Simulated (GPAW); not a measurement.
# PbS (Galena) (Fm-3m) in GPAW: settings compared

The runs below take PbS (Galena) through single point, band structure, equation of state, G0W0 quasiparticle levels, with TB-mBJ, WC, PBE, LDA.

All numbers are computed with GPAW 26.7.0; they aren't measurements. Logs are shortened: lines on timing, memory, paths and dates and some standing lists are left out, and cuts for length are marked. The log counts tension as positive stress, the text compression.

**1. Starting point**

It takes space group Fm-3m (No. 225, cubic). Conventional cell: a = 5.931 Å, b = 5.931 Å, c = 5.931 Å, α = 90.00°, β = 90.00°, γ = 90.00°. Pb (site symmetry m-3m) is surrounded by 6 S at 2.97 Å. Around S (site symmetry m-3m) lie 6 Pb at 2.97 Å.

**2. Single point, TB-mBJ**

run.py reads:

```python
import spglib
from ase import Atoms
from ase.dft.bandgap import bandgap
from ase.io import read, write
from gpaw import GPAW, PW

atoms = read('PbS.cif')
cell, positions, numbers = spglib.find_primitive(
    (atoms.cell[:], atoms.get_scaled_positions(), atoms.numbers), symprec=1e-4)
atoms = Atoms(numbers, cell=cell, scaled_positions=positions, pbc=True)

calc = GPAW(mode=PW(600),
            xc='TB09',
            kpts={'size': (6, 6, 6), 'gamma': True},
            occupations={'name': 'fermi-dirac', 'width': 0.05},
            nbands=19,
            convergence={'density': 1e-05, 'energy': 1e-05},
            eigensolver='cg',
            maxiter=150,
            txt='gpaw.txt')
atoms.calc = calc
energy = atoms.get_potential_energy()
calc.write('gs.gpw')
write('result.traj', atoms)
print('Fermi level:', round(calc.get_fermi_level(), 4), 'eV')
print(f'Gap: {bandgap(calc)[0]:.4f} eV, direct: {bandgap(calc, direct=True)[0]:.4f} eV')
```

PbS.cif reads:

```cif
data_PbS
_cell_length_a 5.93150000
_cell_length_b 5.93150000
_cell_length_c 5.93150000
_cell_angle_alpha 90.00000000
_cell_angle_beta 90.00000000
_cell_angle_gamma 90.00000000
_space_group_name_H-M_alt 'Fm-3m'
_space_group_name_Hall '-F 4 2 3'
_space_group_IT_number 225
loop_
_space_group_symop_operation_xyz
'x,y,z'
'-x,-y,-z'
'-y,x,z'
'y,-x,-z'
'-x,-y,z'
'x,y,-z'
'y,-x,z'
'-y,x,-z'
'x,-y,-z'
'-x,y,z'
'-y,-x,-z'
'y,x,z'
'-x,y,-z'
'x,-y,z'
'y,x,-z'
'-y,-x,z'
'z,x,y'
'-z,-x,-y'
'z,-y,x'
'-z,y,-x'
'z,-x,-y'
'-z,x,y'
'z,y,-x'
'-z,-y,x'
'-z,x,-y'
'z,-x,y'
'-z,-y,-x'
'z,y,x'
'-z,-x,y'
'z,x,-y'
'-z,y,x'
'z,-y,-x'
'y,z,x'
'-y,-z,-x'
'x,z,-y'
'-x,-z,y'
'-y,z,-x'
'y,-z,x'
'-x,z,y'
'x,-z,-y'
'-y,-z,x'
'y,z,-x'
'-x,-z,-y'
'x,z,y'
'y,-z,-x'
'-y,z,x'
'x,-z,y'
'-x,z,-y'
'x,y+1/2,z+1/2'
'-x,-y+1/2,-z+1/2'
'-y,x+1/2,z+1/2'
'y,-x+1/2,-z+1/2'
[... 63 lines left out ...]
'-z+1/2,y,-x+1/2'
'z+1/2,-x,-y+1/2'
'-z+1/2,x,y+1/2'
'z+1/2,y,-x+1/2'
'-z+1/2,-y,x+1/2'
'-z+1/2,x,-y+1/2'
'z+1/2,-x,y+1/2'
'-z+1/2,-y,-x+1/2'
'z+1/2,y,x+1/2'
'-z+1/2,-x,y+1/2'
'z+1/2,x,-y+1/2'
'-z+1/2,y,x+1/2'
'z+1/2,-y,-x+1/2'
'y+1/2,z,x+1/2'
'-y+1/2,-z,-x+1/2'
'x+1/2,z,-y+1/2'
'-x+1/2,-z,y+1/2'
'-y+1/2,z,-x+1/2'
'y+1/2,-z,x+1/2'
'-x+1/2,z,y+1/2'
'x+1/2,-z,-y+1/2'
'-y+1/2,-z,x+1/2'
'y+1/2,z,-x+1/2'
'-x+1/2,-z,-y+1/2'
'x+1/2,z,y+1/2'
'y+1/2,-z,-x+1/2'
'-y+1/2,z,x+1/2'
'x+1/2,-z,y+1/2'
'-x+1/2,z,-y+1/2'
'x+1/2,y+1/2,z'
'-x+1/2,-y+1/2,-z'
'-y+1/2,x+1/2,z'
'y+1/2,-x+1/2,-z'
'-x+1/2,-y+1/2,z'
'x+1/2,y+1/2,-z'
'y+1/2,-x+1/2,z'
'-y+1/2,x+1/2,-z'
'x+1/2,-y+1/2,-z'
'-x+1/2,y+1/2,z'
'-y+1/2,-x+1/2,-z'
'y+1/2,x+1/2,z'
'-x+1/2,y+1/2,-z'
'x+1/2,-y+1/2,z'
'y+1/2,x+1/2,-z'
'-y+1/2,-x+1/2,z'
'z+1/2,x+1/2,y'
'-z+1/2,-x+1/2,-y'
'z+1/2,-y+1/2,x'
'-z+1/2,y+1/2,-x'
'z+1/2,-x+1/2,-y'
'-z+1/2,x+1/2,y'
'z+1/2,y+1/2,-x'
'-z+1/2,-y+1/2,x'
'-z+1/2,x+1/2,-y'
'z+1/2,-x+1/2,y'
'-z+1/2,-y+1/2,-x'
'z+1/2,y+1/2,x'
'-z+1/2,-x+1/2,y'
'z+1/2,x+1/2,-y'
'-z+1/2,y+1/2,x'
'z+1/2,-y+1/2,-x'
'y+1/2,z+1/2,x'
'-y+1/2,-z+1/2,-x'
'x+1/2,z+1/2,-y'
'-x+1/2,-z+1/2,y'
'-y+1/2,z+1/2,-x'
'y+1/2,-z+1/2,x'
'-x+1/2,z+1/2,y'
'x+1/2,-z+1/2,-y'
'-y+1/2,-z+1/2,x'
'y+1/2,z+1/2,-x'
'-x+1/2,-z+1/2,-y'
'x+1/2,z+1/2,y'
'y+1/2,-z+1/2,-x'
'-y+1/2,z+1/2,x'
'x+1/2,-z+1/2,y'
'-x+1/2,z+1/2,-y'
loop_
_atom_site_label
_atom_site_type_symbol
_atom_site_symmetry_multiplicity
_atom_site_Wyckoff_symbol
_atom_site_fract_x
_atom_site_fract_y
_atom_site_fract_z
_atom_site_occupancy
Pb1 Pb 4 a 0.0000000000 0.0000000000 0.0000000000 1
S1 S 4 b 0.5000000000 0.0000000000 0.0000000000 1
```

Potentials or basis: GPAW PAW data sets for LDA (gpaw-data 1.2.1), pw.

Run with:

```console
$ OMP_NUM_THREADS=1 python run.py
```

gpaw.txt:

```text
___ ___ ___ _ _ _
 |   |   |_  | | | |
 | | | | | . | | | |
 |__ |  _|___|_____|  26.7.0
 |___|_|

Input parameters:
  convergence: {density: 1e-05,
                energy: 1e-05}
  eigensolver: cg
  kpts: {gamma: True,
         size: (6, 6, 6)}
  maxiter: 150
  mode: {ecut: 600.0,
         name: pw}
  nbands: 19
  occupations: {name: fermi-dirac,
                width: 0.05}
  xc: TB09

System changes: positions, numbers, cell, pbc, initial_charges, initial_magmoms

Initialize ...

species:
  Pb:
    name:    Lead
    Z:       82.0
    valence: 14
    core:    68
    charge:  0.0  # [|e|]
    compensation charges:
      type: gauss
      rc: 0.38  # [Å]
      lmax: 2
    cutoffs:
      filter: 2.36  # [Å]
      core: 2.43  # [Å]
    projectors
    | kind |    occ | energy [eV] | rcut [Å] |
    |------|--------|-------------|----------|
    |   6s |  2.000 |     -12.249 |    1.259 |
    |   6p |  2.000 |      -3.713 |    1.275 |
    |   5d | 10.000 |     -21.326 |    1.217 |
    |    s |        |      14.962 |    1.259 |
    |    p |        |      23.498 |    1.275 |
    |    d |        |       5.885 |    1.217 |

    Using partial waves for Pb as LCAO basis

  S:
    name:    Sulfur
    Z:       16.0
    valence: 6
    core:    10
    charge:  0.0  # [|e|]
    compensation charges:
      type: gauss
      rc: 0.24  # [Å]
      lmax: 2
    cutoffs:
      filter: 1.77  # [Å]
      core: 1.66  # [Å]
    projectors
    | kind |    occ | energy [eV] | rcut [Å] |
    |------|--------|-------------|----------|
    |   3s |  2.000 |     -17.278 |    0.974 |
    |   3p |  4.000 |      -7.106 |    0.979 |
    |    s |        |       9.933 |    0.974 |
    |    p |        |      20.105 |    0.979 |
    |    d |        |       0.000 |    0.900 |

    Using partial waves for S as LCAO basis

Reference energy: -577795.517574  # eV

Spin-paired calculation

Convergence criteria:
 Maximum [total energy] change in last 3 cyles: 1e-05 eV / valence electron
 Maximum integral of absolute [dens]ity change: 1e-05 electrons / valence electron
 Maximum integral of absolute [eigenst]ate change: 4e-08 eV^2 / valence electron
 Maximum number of scf [iter]ations: 150
 (Square brackets indicate name in SCF output, whereas a 'c' in
 the SCF output indicates the quantity has converged.)

Symmetries present (total): 48

  ( 1  0  0)  ( 1  0  0)  ( 1  0  0)  ( 1  0  0)  ( 1  0 -1)  ( 1  0 -1)
  ( 1  0 -1)  ( 1 -1  0)  ( 0  1  0)  ( 0  0  1)  ( 1  0  0)  ( 1 -1  0)
  ( 1 -1  0)  ( 1  0 -1)  ( 0  0  1)  ( 0  1  0)  ( 1 -1  0)  ( 1  0  0)

  ( 1  0 -1)  ( 1  0 -1)  ( 1 -1  0)  ( 1 -1  0)  ( 1 -1  0)  ( 1 -1  0)
  ( 0  1 -1)  ( 0  0 -1)  ( 1  0  0)  ( 1  0 -1)  ( 0 -1  1)  ( 0 -1  0)
  ( 0  0 -1)  ( 0  1 -1)  ( 1  0 -1)  ( 1  0  0)  ( 0 -1  0)  ( 0 -1  1)

  ( 0  1  0)  ( 0  1  0)  ( 0  1  0)  ( 0  1  0)  ( 0  1 -1)  ( 0  1 -1)
  ( 1  0  0)  ( 0  1 -1)  ( 0  0  1)  (-1  1  0)  ( 1  0 -1)  ( 0  1  0)
  ( 0  0  1)  (-1  1  0)  ( 1  0  0)  ( 0  1 -1)  ( 0  0 -1)  (-1  1  0)

  ( 0  1 -1)  ( 0  1 -1)  ( 0  0  1)  ( 0  0  1)  ( 0  0  1)  ( 0  0  1)
  ( 0  0 -1)  (-1  1  0)  ( 1  0  0)  ( 0  1  0)  ( 0 -1  1)  (-1  0  1)
  ( 1  0 -1)  ( 0  1  0)  ( 0  1  0)  ( 1  0  0)  (-1  0  1)  ( 0 -1  1)
[... 22 lines left out ...]
   2:     0.16666667    0.16666667    0.16666667          8/216
   3:     0.33333333    0.16666667    0.16666667         12/216
   4:     0.33333333    0.33333333   -0.33333333         12/216
   5:     0.33333333    0.33333333    0.00000000          6/216
   6:     0.33333333    0.33333333    0.16666667         24/216
   7:     0.33333333    0.33333333    0.33333333          8/216
   8:     0.50000000    0.33333333   -0.33333333         24/216
   9:     0.50000000    0.33333333   -0.16666667         12/216
          ...
  15:     0.50000000    0.50000000    0.50000000          4/216

Wave functions: Plane wave expansion
  Cutoff energy: 600.000 eV
  Number of coefficients (min, max): 1718, 1807
  Pulay-stress correction: 0.000000 eV/Ang^3 (de/decut=0.000000)
  Using FFTW library
  ScaLapack parameters: grid=1x1, blocksize=None
  Wavefunction extrapolation:
    Improved wavefunction reuse through dual PAW basis

Occupation numbers: Fermi-Dirac:
  width: 0.0500  # eV

Eigensolver
   CG(niter=4, rtol=3.0e-01)

Densities:
  Coarse grid: 24*24*24 grid
  Fine grid: 48*48*48 grid
  Total Charge: 0.000000

Density mixing:
  Method: separate
  Backend: msr1
  Linear mixing parameter: 0.05
  old densities: 10
  Width of damping distribution: 1.1
  Damping of long wavelength oscillations: 20

Hamiltonian:
  XC and Coulomb potentials evaluated on a 48*48*48 grid
  Using the TB09 Exchange-Correlation functional
  External potential:
    NoExternalPotential

XC parameters: TB09 with 2 nearest neighbor stencil

Number of atoms: 2
Number of atomic orbitals: 13
Number of bands in calculation: 19
Number of valence electrons: 20
Bands to converge: occupied

... initialized

Initializing position-dependent things.

Density initialized from atomic densities
Creating initial wave functions:
  13 bands from LCAO basis set
  6 bands from random numbers

                S

       Pb

Atomic positions and initial magnetic moments

Positions:
   0 Pb     0.000000    0.000000    0.000000    ( 0.0000,  0.0000,  0.0000)
   1 S      2.965750    2.965750    2.965750    ( 0.0000,  0.0000,  0.0000)

Unit cell:
           periodic     x           y           z      points  spacing
  1. axis:    yes    0.000000    2.965750    2.965750    24     0.1427
  2. axis:    yes    2.965750    0.000000    2.965750    24     0.1427
  3. axis:    yes    2.965750    2.965750    0.000000    24     0.1427

  Lengths:   4.194204   4.194204   4.194204
  Angles:   60.000000  60.000000  60.000000

Effective grid spacing dv^(1/3) = 0.1557

iter:   1 10852.515139
iter:   2 10860.831505   +1.70  -0.74
iter:   3 10858.136448   +1.15  -0.92
iter:   4 10857.660334   +0.06  -1.22
iter:   5 10859.259028   -1.05  -1.16
iter:   6 10860.529411   -1.18  -1.42
iter:   7 10863.450091   -1.01  -1.57
iter:   8 10862.748994   -1.35  -1.63
iter:   9 10863.341629   -1.59  -1.92
iter:  10 10863.171166   -2.05  -1.99
iter:  11 10863.027691   -2.34  -2.27
iter:  12 10863.097246   -2.49  -2.28
iter:  13 10862.698625   -2.74  -2.55
iter:  14 10862.962058   -2.97  -2.54
iter:  15 10862.974959   -3.58  -3.05
iter:  16 10863.050736   -4.11  -2.97
iter:  17 10863.052297   -4.27  -3.54
iter:  18 10863.096929   -4.50  -3.46
iter:  19 10863.093054   -4.60  -4.22
iter:  20 10863.093225   -5.03  -4.14
iter:  21 10863.094602   -5.86  -4.06
iter:  22 10863.096085   -6.35  -3.99
iter:  23 10863.095877   -6.61  -3.91
iter:  24 10863.095454   -7.23  -3.74
iter:  25 10863.096683   -7.50c -3.72
iter:  26 10863.092316   -6.86  -3.77
iter:  27 10863.107788   -5.81  -3.66
iter:  28 10863.105743   -6.15  -4.26
iter:  29 10863.119774   -5.78  -4.18
iter:  30 10863.110587   -5.62  -4.10
iter:  31 10863.124708   -5.50  -3.96
iter:  32 10863.119429   -5.62  -3.88
iter:  33 10863.120411   -5.97  -4.68
iter:  34 10863.117672   -6.54  -4.60
iter:  35 10863.117992   -6.82  -5.28c
iter:  36 10863.115940   -7.16  -5.20c
iter:  37 10863.116177   -7.34  -5.12c
iter:  38 10863.115824   -7.73c -5.02c
iter:  39 10863.116123   -8.36c -5.40c
iter:  40 10863.116078   -8.48c -5.32c
iter:  41 10863.115834   -8.91c -5.87c
iter:  42 10863.115881   -8.97c -6.30c
iter:  43 10863.115795c  -9.01c -6.22c

Converged after 43 iterations.

Dipole moment: (-0.000000, -0.000000, -0.000000) |e|*Ang

Energy contributions relative to reference atoms: (reference = -577795.517574)

Kinetic:        +44.070718
Potential:      -40.079881
External:        +0.000000
XC:            +10860.510186
Entropy (-ST):   -0.000002
Local:           -1.385227
SIC:             +0.000000
--------------------------
Free energy:   +10863.115794
Extrapolated:  +10863.115795

Showing only first 2 kpts
 Kpt  Band  Eigenvalues  Occupancy
  0     8      4.09076    2.00000
  0     9      4.09076    2.00000
  0    10     12.21113    0.00000
  0    11     12.21113    0.00000

  1     8      3.78975    2.00000
  1     9      5.22910    2.00000
  1    10      9.32534    0.00000
  1    11     11.74371    0.00000

Fermi level: 7.00870

Gap: 0.970 eV
Transition (v -> c):
  (s=0, k=15, n=9, [0.50, 0.50, 0.50]) -> (s=0, k=15, n=10, [0.50, 0.50, 0.50])
No difference between direct/indirect transitions
Writing to gs.gpw (mode='')
```

It took 57 s on 1 thread of Arm Neoverse V1, shared host; peak memory 0.29 GiB.

What came out:

- Band gap on the k mesh: 0.97 eV, direct

Levels at points of the mesh, in eV from the valence-band top:
| k point | band 8 | band 9 | band 10 | band 11 | band 12 | band 13 |
| --- | --- | --- | --- | --- | --- | --- |
| (0.00, 0.00, 0.00) | -2.43 | -2.43 | -2.43 | 5.69 | 5.69 | 5.69 |
| (0.50, 0.50, 0.00) | -5.16 | -3.58 | -3.58 | 4.30 | 6.03 | 6.12 |
| (0.50, 0.50, 0.50) | -2.09 | -2.09 | 0.00 | 0.97 | 2.30 | 2.30 |

Caveat: a model potential gives levels but no total energy; the PAW data sets were made with another functional, which shifts forces and pressure a little; spin-orbit coupling is left out, which as a rule narrows the gap of such compounds by several tenths of an eV.

**3. Band structure, WC, spin-orbit coupling, no magnetisation**

run.py reads:

```python
import numpy as np
import spglib
from ase import Atoms
from ase.dft.bandgap import bandgap
from ase.io import read, write
from ase.units import GPa
from gpaw import GPAW, PW, setup_paths
from gpaw.spinorbit import soc_eigenstates

setup_paths.insert(0, '.')

atoms = read('PbS.cif')
cell, positions, numbers = spglib.find_primitive(
    (atoms.cell[:], atoms.get_scaled_positions(), atoms.numbers), symprec=1e-4)
atoms = Atoms(numbers, cell=cell, scaled_positions=positions, pbc=True)

calc = GPAW(mode=PW(600),
            xc='WC',
            kpts={'size': (6, 6, 6), 'gamma': True},
            occupations={'name': 'fermi-dirac', 'width': 0.05},
            nbands=19,
            convergence={'density': 1e-05, 'energy': 1e-05},
            maxiter=150,
            txt='gpaw.txt')
atoms.calc = calc
energy = atoms.get_potential_energy()
forces = atoms.get_forces()
stress = atoms.get_stress()
calc.write('gs.gpw')
write('result.traj', atoms)
print(f'Energy: {energy:.6f} eV')
print('Forces (eV/A):')
print(forces.round(4))
print('Stress (GPa):', (stress / GPa).round(3))
print('Fermi level:', round(calc.get_fermi_level(), 4), 'eV')
print(f'Gap: {bandgap(calc)[0]:.4f} eV, direct: {bandgap(calc, direct=True)[0]:.4f} eV')

path = atoms.cell.bandpath('GXWKGLUWLK,UX', npoints=100, eps=1e-4)
bs_calc = calc.fixed_density(kpts=path, symmetry='off', nbands=31,
                             convergence={'bands': 'CBM+6.0', 'eigenstates': 1e-6}, txt='bands.txt')
bs = bs_calc.band_structure()
bs.write('bs.json')
print(f'Gap on the path: {bandgap(bs_calc)[0]:.4f} eV')

soc = soc_eigenstates(bs_calc, theta=54.7, phi=45)
np.savetxt('soc_bands.dat', soc.eigenvalues(), fmt='%.4f')
mesh = soc_eigenstates('gs.gpw', theta=54.7, phi=45)
np.savetxt('soc_mesh.dat', mesh.eigenvalues(), fmt='%.4f')
print('Fermi level with spin-orbit coupling:', round(mesh.fermi_level, 4), 'eV')
```

PbS.cif is that of step 2.

Potentials or basis: PAW data sets generated in the run's folder for this functional, pw.

Run with:

```console
$ gpaw-setup -f WC Pb S
$ OMP_NUM_THREADS=1 python run.py
```

Wall time 71 s (1 thread of Arm Neoverse V1, shared host); peak memory 0.33 GiB.

Results (log left out):

* Free energy: -9.6059 eV
* Pressure: -1.1 GPa
* Band gap on the k mesh: 0.37 eV, direct
* Band gap along the path: 0.43 eV, direct

Levels at the corners of the path, in eV from the valence-band top:
```csv
point,band 18,band 19,band 20,band 21,band 22,band 23
Γ,-1.66,-1.66,-1.66,3.46,3.46,6.59
X,-3.29,-2.88,-2.88,4.12,4.12,4.59
W,-3.91,-0.61,-0.61,2.16,2.17,4.87
K,-2.64,-2.07,-2.07,3.16,3.16,4.50
Γ,-1.66,-1.66,-1.66,3.46,3.46,6.59
L,-1.36,-0.02,-0.02,0.43,0.43,1.90
U,-2.64,-2.07,-2.07,3.16,3.16,4.50
W,-3.91,-0.61,-0.61,2.16,2.17,4.87
L,-1.36,-0.02,-0.02,0.43,0.43,1.90
K,-2.64,-2.07,-2.07,3.16,3.16,4.50
U,-2.64,-2.07,-2.07,3.16,3.16,4.50
X,-3.29,-2.88,-2.88,4.12,4.12,4.59
```

Caveat: spin-orbit coupling was added after a scalar SCF, so levels and gaps hold it while energy, forces, pressure and moments don't; this program's spin-orbit splittings come out too wide for heavy elements.

**4. Equation of state, PBE**

run.py reads:

```python
from ase.eos import EquationOfState
from ase.io import Trajectory, read
from ase.units import GPa
from gpaw import GPAW, PW, setup_paths

setup_paths.insert(0, '.')

atoms = read('PbS.xyz')

traj = Trajectory('eos.traj', 'w')
volumes, energies = [], []
for x in [0.94, 0.96, 0.98, 1.0, 1.02, 1.04, 1.06]:
    a = atoms.copy()
    a.set_cell(atoms.cell * x**(1 / 3), scale_atoms=True)
    calc = GPAW(mode=PW(600),
                xc='PBE',
                kpts={'size': (6, 6, 6), 'gamma': True},
                occupations={'name': 'fermi-dirac', 'width': 0.05},
                setups={'Pb': 'jth', 'S': 'jth'},
                nbands=-9,
                convergence={'density': 1e-05, 'energy': 1e-05},
                maxiter=150,
                txt=f'eos-{x:.2f}.txt')
    a.calc = calc
    energies.append(a.get_potential_energy(force_consistent=True))
    volumes.append(a.get_volume())
    p = -a.get_stress()[:3].mean() / GPa
    calc.write(f'eos-{x:.2f}.gpw')
    traj.write(a)
    print(f'{x:.2f} {volumes[-1]:10.4f} A^3 {energies[-1]:14.6f} eV {p:9.3f} GPa', flush=True)

v0, e0, B = EquationOfState(volumes, energies, eos='birchmurnaghan').fit()
print(f'V0 = {v0:.4f} A^3, E0 = {e0:.6f} eV, B0 = {B / GPa:.2f} GPa')
```

PbS.xyz reads:

```xyz
2
Lattice="0.0000000000 2.9657500000 2.9657500000 2.9657500000 0.0000000000 2.9657500000 2.9657500000 2.9657500000 0.0000000000" Properties=species:S:1:pos:R:3 pbc="T T T"
Pb     0.0000000000      0.0000000000      0.0000000000
S      2.9657500000      2.9657500000      2.9657500000
```

Potentials or basis: JTH PAW 2.0, PBE, pw.

Run with:

```console
$ OMP_NUM_THREADS=1 python run.py
```

Run time: 49 s. Hardware: 1 thread of Intel Xeon Platinum 8488C (Sapphire Rapids), shared host; peak memory 0.24 GiB.

The run converged. Its results:

```yaml
Equilibrium_volume: 27.11 Å³/atom
Bulk_modulus: 53 GPa
Pressure_derivative_of_the_bulk_modulus: "4.3 (rough: it moves with the points fitted)"
```

Energy against volume, from the lowest point:
| volume (Å³/atom) | energy (meV/atom) |
| --- | --- |
| 24.521 | 48.97 |
| 25.042 | 30.43 |
| 25.564 | 15.84 |
| 26.086 | 6.75 |
| 26.607 | 1.45 |
| 27.129 | 0.00 |
| 27.651 | 1.53 |

Caveat: the program truncates these outside data sets. PBE usually gives volumes a little too large and moduli too small.

(Continued in part 2 of 2.)
